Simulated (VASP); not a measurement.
Set up this calculation in VASP 6.6.1, as the native input.

```
Task                   : single point
Functional             : PBE
Potentials or basis    : VASP PAW PBE potentials, release 64 (Nb_sv)
Cutoff                 : 520 eV
k mesh                 : 6 × 6 × 1
Occupations            : fermi-dirac, width 0.1 eV
Spin                   : no spin polarisation
Dipole correction      : yes
Further INCAR settings : ALGO = Normal; EDIFF = 1e-06; NBANDS = 34
```

The structure of Nb lies in POSCAR:

```
Nb
1.0
    2.9910616844      0.0000000000      0.0000000000
    0.0000000000      2.9910616844      0.0000000000
    0.0000000000      0.0000000000     20.3450000000
Nb
4
Direct
    0.0000000000      0.0000000000      0.3440648808
    0.5000000000      0.5000000000      0.4480216269
    0.0000000000      0.0000000000      0.5519783731
    0.5000000000      0.5000000000      0.6559351192
```

These files were run (other wordings do the same):

INCAR

```
SYSTEM = Nb
  PREC = Accurate
  ENCUT = 520
  EDIFF = 1E-6
  ISMEAR = -1
  SIGMA = 0.1
  LREAL = .FALSE.
  LASPH = .TRUE.
  NELM = 100
  ALGO = Normal
  ISIF = 2
  LWAVE = .FALSE.
  LCHARG = .FALSE.
  LDIPOL = .TRUE.
  IDIPOL = 3
  DIPOL = 0.5 0.5 0.500
  GGA = PE
  NBANDS = 34
```

KPOINTS

```
Automatic mesh
0
G
  6 6 1
  0 0 0
```

Potentials or basis: VASP PAW PBE potentials, release 64 (Nb_sv).

The run is started by

```console
$ cat potpaw_PBE.64/Nb_sv/POTCAR > POTCAR
$ mpirun -np 1 vasp_std > vasp.out
```

Results of the run:

```
Largest force          : 0.809 eV/Å
Band gap on the k mesh : none (metal or under the smearing width)
```

Wall time 46 s on 1 thread of Intel(R) Xeon(R) 6975P-C (Granite Rapids), on a shared host, peak memory 0.29 GiB.
